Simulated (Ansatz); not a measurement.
# The perfect (8,0) GaN nanotube, part 3 of 3

Aim: is the (8,0) GaN nanotube a metal or a semiconductor?

Ansatz 0.2.0; DFT PBE, plane waves, PAW; relaxation of a wire's period (the session's first sound run).

So far, band gap (eV): step 3 (bands of the perfect wire) 1.92; step 4 (relaxing the atoms, period over the relaxed period 0.96, k-mesh …) 1.99.

## 5. At a strained period, period over the relaxed period 0.98, k-mesh 1×1×12

Level of this step: DFT PBE, plane waves, PAW; relaxation at a fixed period (Ansatz).

The period is set to 0.98 times the relaxed one and the atoms relax within it: strain changes bond lengths and angles, which shifts the bands against each other. Against the first PBE run of this kind, the mesh along the wire has 12 points against 15.

The cell differs from the one that the last finished run ended in (c 5.307 → 5.417 Å).

input.yaml reads:

```yaml
crystal:
  lattice:
    - [14.96, 0.0, 0.0]
    - [0.0, 14.96, 0.0]
    - [0.0, 0.0, 5.4172976281]
  atoms:
    - { symbol: Ga, position: [0.2267742, 0.499988892, 0.999068478] }
    - { symbol: Ga, position: [0.306775657, 0.693202127, 0.999075493] }
    - { symbol: Ga, position: [0.306775657, 0.306775657, 0.999075493] }
    - { symbol: Ga, position: [0.499988892, 0.773203585, 0.999068478] }
    - { symbol: Ga, position: [0.499988892, 0.2267742, 0.999068478] }
    - { symbol: Ga, position: [0.693202127, 0.693202127, 0.999075493] }
    - { symbol: Ga, position: [0.693202127, 0.306775657, 0.999075493] }
    - { symbol: Ga, position: [0.773203585, 0.499988892, 0.999068478] }
    - { symbol: "N", position: [0.217597323, 0.499988892, 0.334255385] }
    - { symbol: "N", position: [0.300265508, 0.699712277, 0.334266558] }
    - { symbol: "N", position: [0.300265508, 0.300265508, 0.334266558] }
    - { symbol: "N", position: [0.499988892, 0.782380462, 0.334255385] }
    - { symbol: "N", position: [0.499988892, 0.217597323, 0.334255385] }
    - { symbol: "N", position: [0.699712277, 0.699712277, 0.334266558] }
    - { symbol: "N", position: [0.699712277, 0.300265508, 0.334266558] }
    - { symbol: "N", position: [0.782380462, 0.499988892, 0.334255385] }
    - { symbol: Ga, position: [0.247554825, 0.604556441, 0.499071491] }
    - { symbol: Ga, position: [0.247554825, 0.395421343, 0.499071491] }
    - { symbol: Ga, position: [0.395421343, 0.752422959, 0.499071491] }
    - { symbol: Ga, position: [0.395421343, 0.247554825, 0.499071491] }
    - { symbol: Ga, position: [0.604556441, 0.752422959, 0.499071491] }
    - { symbol: Ga, position: [0.604556441, 0.247554825, 0.499071491] }
    - { symbol: Ga, position: [0.752422959, 0.604556441, 0.499071491] }
    - { symbol: Ga, position: [0.752422959, 0.395421343, 0.499071491] }
    - { symbol: "N", position: [0.239061663, 0.608069792, 0.834262218] }
    - { symbol: "N", position: [0.239061663, 0.391907992, 0.834262218] }
    - { symbol: "N", position: [0.391907992, 0.760916121, 0.834262218] }
    - { symbol: "N", position: [0.391907992, 0.239061663, 0.834262218] }
    - { symbol: "N", position: [0.608069792, 0.760916121, 0.834262218] }
    - { symbol: "N", position: [0.608069792, 0.239061663, 0.834262218] }
    - { symbol: "N", position: [0.760916121, 0.608069792, 0.834262218] }
    - { symbol: "N", position: [0.760916121, 0.391907992, 0.834262218] }
kpoints:
  mp_grid: { grid: [1, 1, 12] }
  band_path: { path: ["Γ", Z], npoints: 90 }
scf:
  occupations: { method: fermi_dirac, width: 0.05 }
hamiltonian:
  xc: pbe
relax:
  max_steps: 40
  f_tol: 0.02
output:
  stress: true
```

Command:

```
> ansatz run input.yaml --threads 4 --pin off --max-ram 16384MiB --backend cpu --events-out ev --progress --plain --runs-dir out
```

Numbers of over 12 decimals in the logs are rounded to 6 here.

The program printed:

```text
[...]
Crystal: 32 atoms, lattice volume = 1212.400 Å³
Basis set: ecut = 420 eV, 23647 PW (Γ), exchange–correlation on 200×200×80 points (8 copies of the dense FFT grid, shifted against one another)
Bands: 176, of which v1, the nominal top of the filled ones, is band 144 counted from 1 (143 counted from 0)
Symmetry: 8 space group operations
[...]
- { symbol: Ga, position: [0.605493, 0.245299, 0.496843] }
    - { symbol: Ga, position: [0.754679, 0.605493, 0.496843] }
    - { symbol: Ga, position: [0.754679, 0.394485, 0.496843] }
[...]
- { symbol: N, position: [0.609125, 0.763460, 0.836492] }
    - { symbol: N, position: [0.609125, 0.236518, 0.836492] }
    - { symbol: N, position: [0.763460, 0.609125, 0.836492] }
    - { symbol: N, position: [0.763460, 0.390853, 0.836492] }
[key lines of the parts left out:]
SCF converged after 3 iterations
Free energy (F): -66673.186078 eV
Fermi energy:    0.049608 eV
P = ⅓ Tr σ = 0.7898 GPa (7.898 kbar)
```

Run time: 10 min. Hardware: 4 threads of Arm Neoverse V1, shared host; peak memory 11 GiB; 41 min of CPU time.

The steps of the relaxation:

| step | energy less that of the first step (eV) | largest force component (eV/Å) |
| --- | --- | --- |
| 1 | 0.0000 | 0.3962 |
| 2 | -0.0759 | 0.2562 |
| 3 | -0.1131 | 0.0198 |
| 4 | -0.1131 | 0.0198 |

Forces are held to the 8 operations that the run works with; a distortion that breaks them can't arise in this run.

The atoms that moved most (Å):

| atom | dx | dy | dz | length |
| --- | --- | --- | --- | --- |
| N11 | -0.029 | -0.029 | 0.012 | 0.043 |
| N10 | -0.029 | 0.029 | 0.012 | 0.043 |
| N15 | 0.029 | -0.029 | 0.012 | 0.043 |
| N14 | 0.029 | 0.029 | 0.012 | 0.043 |
| N31 | 0.038 | 0.016 | 0.012 | 0.043 |
| N29 | 0.016 | 0.038 | 0.012 | 0.043 |
| N27 | -0.016 | 0.038 | 0.012 | 0.043 |
| N32 | 0.038 | -0.016 | 0.012 | 0.043 |

The relaxed structure:

```cif
data_structure
_symmetry_space_group_name_H-M 'P 1'
_symmetry_Int_Tables_number 1
_cell_length_a 14.9600
_cell_length_b 14.9600
_cell_length_c 5.4173
_cell_angle_alpha 90.000
_cell_angle_beta 90.000
_cell_angle_gamma 90.000
_cell_volume 1212.40
loop_
_atom_site_label
_atom_site_type_symbol
_atom_site_fract_x
_atom_site_fract_y
_atom_site_fract_z
_atom_site_occupancy
Ga1 Ga 0.22434 0.49999 0.99684 1
Ga2 Ga 0.30505 0.69493 0.99685 1
Ga3 Ga 0.30505 0.30505 0.99685 1
Ga4 Ga 0.49999 0.77564 0.99684 1
Ga5 Ga 0.49999 0.22434 0.99684 1
Ga6 Ga 0.69493 0.69493 0.99685 1
Ga7 Ga 0.69493 0.30505 0.99685 1
Ga8 Ga 0.77564 0.49999 0.99684 1
N9 N 0.21485 0.49999 0.33648 1
N10 N 0.29832 0.70166 0.33650 1
N11 N 0.29832 0.29832 0.33650 1
N12 N 0.49999 0.78513 0.33648 1
N13 N 0.49999 0.21485 0.33648 1
N14 N 0.70166 0.70166 0.33650 1
N15 N 0.70166 0.29832 0.33650 1
N16 N 0.78513 0.49999 0.33648 1
Ga17 Ga 0.24530 0.60549 0.49684 1
Ga18 Ga 0.24530 0.39449 0.49684 1
Ga19 Ga 0.39449 0.75468 0.49684 1
Ga20 Ga 0.39449 0.24530 0.49684 1
Ga21 Ga 0.60549 0.75468 0.49684 1
Ga22 Ga 0.60549 0.24530 0.49684 1
Ga23 Ga 0.75468 0.60549 0.49684 1
Ga24 Ga 0.75468 0.39449 0.49684 1
N25 N 0.23652 0.60912 0.83649 1
N26 N 0.23652 0.39085 0.83649 1
N27 N 0.39085 0.76346 0.83649 1
N28 N 0.39085 0.23652 0.83649 1
N29 N 0.60912 0.76346 0.83649 1
N30 N 0.60912 0.23652 0.83649 1
N31 N 0.76346 0.60912 0.83649 1
N32 N 0.76346 0.39085 0.83649 1
```

Electronic bands along the path, in eV, zero at the Fermi level; v1 is the highest filled band, c1 the lowest empty one:

| point | v4 | v3 | v2 | v1 | c1 | c2 | c3 | c4 |
| --- | --- | --- | --- | --- | --- | --- | --- | --- |
| Γ | -1.15 | -1.14 | -1.05 | -1.05 | 0.96 | 1.82 | 1.82 | 2.71 |
| halfway | -1.35 | -1.35 | -1.20 | -1.20 | 1.77 | 2.40 | 2.40 | 2.84 |
| Z | -1.57 | -1.57 | -1.32 | -1.31 | 2.82 | 2.83 | 3.31 | 3.32 |

The gap is 2.00 eV, against 1.92 eV under PBE at the relaxed period.

## 6. At a strained period, period over the relaxed period 1.02, k-mesh 1×1×11

The period is set to 1.02 times the relaxed one and the atoms relax within it: strain changes bond lengths and angles, which shifts the bands against each other. Against the first PBE run of this kind, the mesh along the wire has 11 points against 15.

The cell differs from the one that the last finished run ended in (c 5.417 → 5.638 Å).

input.yaml: that of step 5 with these lines changed.

```diff
@@ -4,3 +4,3 @@
     - [0.0, 14.96, 0.0]
-    - [0.0, 0.0, 5.4172976281]
+    - [0.0, 0.0, 5.638411817]
   atoms:
@@ -39,3 +39,3 @@
 kpoints:
-  mp_grid: { grid: [1, 1, 12] }
+  mp_grid: { grid: [1, 1, 11] }
   band_path: { path: ["Γ", Z], npoints: 90 }
```

The program printed:

```text
[...]
Crystal: 32 atoms, lattice volume = 1261.886 Å³
Basis set: ecut = 420 eV, 24703 PW (Γ), exchange–correlation on 200×200×80 points (8 copies of the dense FFT grid, shifted against one another)
Bands: 176, of which v1, the nominal top of the filled ones, is band 144 counted from 1 (143 counted from 0)
Symmetry: 8 space group operations
[...]
- { symbol: Ga, position: [0.603738, 0.249533, 0.500989] }
    - { symbol: Ga, position: [0.750445, 0.603738, 0.500989] }
    - { symbol: Ga, position: [0.750445, 0.396240, 0.500989] }
[...]
- { symbol: N, position: [0.607067, 0.758493, 0.832345] }
    - { symbol: N, position: [0.607067, 0.241485, 0.832345] }
    - { symbol: N, position: [0.758493, 0.607067, 0.832345] }
    - { symbol: N, position: [0.758493, 0.392911, 0.832345] }
[key lines of the parts left out:]
SCF converged after 3 iterations
Free energy (F): -66673.180946 eV
Fermi energy:    -0.172483 eV
P = ⅓ Tr σ = -0.7761 GPa (-7.761 kbar)
```

Wall time 10 min (4 threads); peak memory 12 GiB; 42 min of CPU time.

Step by step:

| step | energy less that of the first step (eV) | largest force component (eV/Å) |
| --- | --- | --- |
| 1 | 0.0000 | 0.2683 |
| 2 | -0.0524 | 0.1826 |
| 3 | -0.0759 | 0.0114 |
| 4 | -0.0759 | 0.0114 |

Forces are held to the 8 operations that the run works with; a distortion that breaks them can't arise in this run.

The atoms that moved most (Å):

| atom | dx | dy | dz | length |
| --- | --- | --- | --- | --- |
| N16 | -0.039 | 0.000 | -0.011 | 0.041 |
| N12 | 0.000 | -0.039 | -0.011 | 0.041 |
| N9 | 0.039 | 0.000 | -0.011 | 0.041 |
| N13 | 0.000 | 0.039 | -0.011 | 0.041 |
| N26 | 0.036 | 0.015 | -0.011 | 0.041 |
| N28 | 0.015 | 0.036 | -0.011 | 0.041 |
| N25 | 0.036 | -0.015 | -0.011 | 0.041 |
| N30 | -0.015 | 0.036 | -0.011 | 0.041 |

The relaxed structure:

```xyz
32
Lattice="14.9600 0.0000 0.0000 0.0000 14.9600 0.0000 0.0000 0.0000 5.6384" Properties=species:S:1:pos:R:3
Ga    3.4246    7.4798    5.6440
Ga    4.6120   10.3477    5.6440
Ga    4.6120    4.6120    5.6440
Ga    7.4798   11.5351    5.6440
Ga    7.4798    3.4246    5.6440
Ga   10.3477   10.3477    5.6440
Ga   10.3477    4.6120    5.6440
Ga   11.5351    7.4798    5.6440
N     3.2945    7.4798    1.8739
N     4.5197   10.4400    1.8739
N     4.5197    4.5197    1.8739
N     7.4798   11.6651    1.8739
N     7.4798    3.2945    1.8739
N    10.4400   10.4400    1.8739
N    10.4400    4.5197    1.8739
N    11.6651    7.4798    1.8739
Ga    3.7330    9.0319    2.8248
Ga    3.7330    5.9277    2.8248
Ga    5.9277   11.2267    2.8248
Ga    5.9277    3.7330    2.8248
Ga    9.0319   11.2267    2.8248
Ga    9.0319    3.7330    2.8248
Ga   11.2267    9.0319    2.8248
Ga   11.2267    5.9277    2.8248
N     3.6126    9.0817    4.6931
N     3.6126    5.8779    4.6931
N     5.8779   11.3471    4.6931
N     5.8779    3.6126    4.6931
N     9.0817   11.3471    4.6931
N     9.0817    3.6126    4.6931
N    11.3471    9.0817    4.6931
N    11.3471    5.8779    4.6931
```

The gap is 1.81 eV, against 1.92 eV under PBE at the relaxed period.

## 7. Strain along the wire, period over the relaxed period 1.04, k-mesh 1×1×11

The period is set to 1.04 times the relaxed one and the atoms relax within it: strain changes bond lengths and angles, which shifts the bands against each other. Against the first PBE run of this kind, the mesh along the wire has 11 points against 15.

The cell differs from the one that the last finished run ended in (c 5.638 → 5.749 Å).

input.yaml: that of step 6 with these lines changed.

```diff
@@ -4,3 +4,3 @@
     - [0.0, 14.96, 0.0]
-    - [0.0, 0.0, 5.638411817]
+    - [0.0, 0.0, 5.7489689115]
   atoms:
```

The program printed:

```text
[...]
Crystal: 32 atoms, lattice volume = 1286.628 Å³
Basis set: ecut = 420 eV, 25159 PW (Γ), exchange–correlation on 200×200×80 points (8 copies of the dense FFT grid, shifted against one another)
Bands: 176, of which v1, the nominal top of the filled ones, is band 144 counted from 1 (143 counted from 0)
Symmetry: 8 space group operations
[...]
- { symbol: Ga, position: [0.603045, 0.251203, 0.502593] }
    - { symbol: Ga, position: [0.748775, 0.603045, 0.502593] }
    - { symbol: Ga, position: [0.748775, 0.396933, 0.502593] }
[...]
- { symbol: N, position: [0.606104, 0.756171, 0.830740] }
    - { symbol: N, position: [0.606104, 0.243807, 0.830740] }
    - { symbol: N, position: [0.756171, 0.606104, 0.830740] }
    - { symbol: N, position: [0.756171, 0.393874, 0.830740] }
[key lines of the parts left out:]
SCF converged after 7 iterations
Free energy (F): -66672.640750 eV
Fermi energy:    -0.289756 eV
P = ⅓ Tr σ = -1.5486 GPa (-15.486 kbar)
```

Run time: 11 min. Hardware: 4 threads; peak memory 12 GiB.

Step by step:

| step | energy less that of the first step (eV) | largest force component (eV/Å) |
| --- | --- | --- |
| 1 | 0.0000 | 0.4390 |
| 2 | -0.1796 | 0.3054 |
| 3 | -0.2518 | 0.0285 |
| 4 | -0.2532 | 0.0031 |

Forces are held to the 8 operations that the run works with; a distortion that breaks them can't arise in this run.

The atoms that moved most (Å):

| atom | dx | dy | dz | length |
| --- | --- | --- | --- | --- |
| N16 | -0.077 | 0.000 | -0.020 | 0.079 |
| N12 | 0.000 | -0.077 | -0.020 | 0.079 |
| N9 | 0.077 | 0.000 | -0.020 | 0.079 |
| N13 | 0.000 | 0.077 | -0.020 | 0.079 |
| N26 | 0.071 | 0.029 | -0.020 | 0.079 |
| N28 | 0.029 | 0.071 | -0.020 | 0.079 |
| N25 | 0.071 | -0.029 | -0.020 | 0.079 |
| N30 | -0.029 | 0.071 | -0.020 | 0.079 |

Final coordinates:

```xyz
32
Lattice="14.9600 0.0000 0.0000 0.0000 14.9600 0.0000 0.0000 0.0000 5.7490" Properties=species:S:1:pos:R:3
Ga    3.4516    7.4798    5.7639
Ga    4.6311   10.3286    5.7639
Ga    4.6311    4.6311    5.7639
Ga    7.4798   11.5080    5.7639
Ga    7.4798    3.4516    5.7639
Ga   10.3286   10.3286    5.7639
Ga   10.3286    4.6311    5.7639
Ga   11.5080    7.4798    5.7639
N     3.3321    7.4798    1.9014
N     4.5463   10.4134    1.9014
N     4.5463    4.5463    1.9014
N     7.4798   11.6276    1.9014
N     7.4798    3.3321    1.9014
N    10.4134   10.4134    1.9014
N    10.4134    4.5463    1.9014
N    11.6276    7.4798    1.9014
Ga    3.7580    9.0216    2.8894
Ga    3.7580    5.9381    2.8894
Ga    5.9381   11.2017    2.8894
Ga    5.9381    3.7580    2.8894
Ga    9.0216   11.2017    2.8894
Ga    9.0216    3.7580    2.8894
Ga   11.2017    9.0216    2.8894
Ga   11.2017    5.9381    2.8894
N     3.6474    9.0673    4.7759
N     3.6474    5.8924    4.7759
N     5.8924   11.3123    4.7759
N     5.8924    3.6474    4.7759
N     9.0673   11.3123    4.7759
N     9.0673    3.6474    4.7759
N    11.3123    9.0673    4.7759
N    11.3123    5.8924    4.7759
```

The gap is 1.66 eV, against 1.92 eV under PBE at the relaxed period.

## 8. At a strained period, period over the relaxed period 1.06, k-mesh 1×1×11

The period is set to 1.06 times the relaxed one and the atoms relax within it: strain changes bond lengths and angles, which shifts the bands against each other. Against the first PBE run of this kind, the mesh along the wire has 11 points against 15.

The cell differs from the one that the last finished run ended in (c 5.749 → 5.860 Å).

input.yaml: that of step 7 with these lines changed.

```diff
@@ -4,3 +4,3 @@
     - [0.0, 14.96, 0.0]
-    - [0.0, 0.0, 5.7489689115]
+    - [0.0, 0.0, 5.859526006]
   atoms:
```

The program printed:

```text
[...]
Crystal: 32 atoms, lattice volume = 1311.371 Å³
Basis set: ecut = 420 eV, 25615 PW (Γ), exchange–correlation on 200×200×80 points (8 copies of the dense FFT grid, shifted against one another)
Bands: 176, of which v1, the nominal top of the filled ones, is band 144 counted from 1 (143 counted from 0)
Symmetry: 8 space group operations
[...]
- { symbol: Ga, position: [0.602393, 0.252778, 0.503913] }
    - { symbol: Ga, position: [0.747200, 0.602393, 0.503913] }
    - { symbol: Ga, position: [0.747200, 0.397585, 0.503913] }
[...]
- { symbol: N, position: [0.605320, 0.754278, 0.829421] }
    - { symbol: N, position: [0.605320, 0.245700, 0.829421] }
    - { symbol: N, position: [0.754278, 0.605320, 0.829421] }
    - { symbol: N, position: [0.754278, 0.394658, 0.829421] }
[key lines of the parts left out:]
SCF converged after 7 iterations
Free energy (F): -66671.743308 eV
Fermi energy:    -0.423070 eV
P = ⅓ Tr σ = -2.3107 GPa (-23.107 kbar)
```

Elapsed: 11 min, on 4 threads; peak memory 12 GiB; 45 min of CPU time.

Electronic bands along the path, in eV, zero at the Fermi level; v1 is the highest filled band, c1 the lowest empty one:

| point | v4 | v3 | v2 | v1 | c1 | c2 | c3 | c4 |
| --- | --- | --- | --- | --- | --- | --- | --- | --- |
| Γ | -0.97 | -0.97 | -0.79 | -0.79 | 0.70 | 1.53 | 1.53 | 2.60 |
| halfway | -1.01 | -1.01 | -0.93 | -0.93 | 1.63 | 2.19 | 2.19 | 2.79 |
| Z | -1.25 | -1.25 | -0.99 | -0.99 | 2.86 | 2.87 | 3.36 | 3.37 |

The gap is 1.49 eV, against 1.92 eV under PBE at the relaxed period.

## 9. Side by side

Times are for 4 threads of Arm Neoverse V1, shared host. The runs compared:

| no. | period over the relaxed period | k-mesh | free energy less the lowest (eV) | pressure (GPa) | band gap (eV) | time | memory (GiB) |
| --- | --- | --- | --- | --- | --- | --- | --- |
| 1 | 0.96 | 1×1×12 | 0.5163 | 1.467 | 1.986 | 10 min | 11 |
| 2 | 0.98 | 1×1×12 | 0 | 0.7898 | 2.001 | 10 min | 11 |
| 3 | 1.02 | 1×1×11 | 0.005133 | -0.7761 | 1.805 | 10 min | 12 |
| 4 | 1.04 | 1×1×11 | 0.5453 | -1.549 | 1.659 | 11 min | 12 |
| 5 | 1.06 | 1×1×11 | 1.443 | -2.311 | 1.488 | 11 min | 12 |

## 10. Results

| Property | Result |
| --- | --- |
| cell length, PBE | 5.528 Å |
| gap, PBE | 1.92 eV |
| gap, period scaled by 0.96 | 1.99 eV |
| gap, period scaled by 0.98 | 2.00 eV |
| gap, period scaled by 1.02 | 1.81 eV |
| gap, period scaled by 1.04 | 1.66 eV |
| gap, period scaled by 1.06 | 1.49 eV |

In words: Under PBE the cell's length is 5.53 Å, and a gap of 1.92 eV makes it a semiconductor. Strain matters: under PBE the gap goes from 1.92 eV to 1.99 eV at 0.96 times the period, 2.00 eV at 0.98 times the period, 1.81 eV at 1.02 times the period, 1.66 eV at 1.04 times the period and 1.49 eV at 1.06 times the period.

[Logs are printed without paths, hosts, clocks, repeated set-up lines and the standing remarks that a program may print on its own settings, such as how far it seeks lower states.]

[Hosts, paths, dates, database ids (printed as entryN), source tags and the programs' standing remarks are cut or masked in the printed files.]
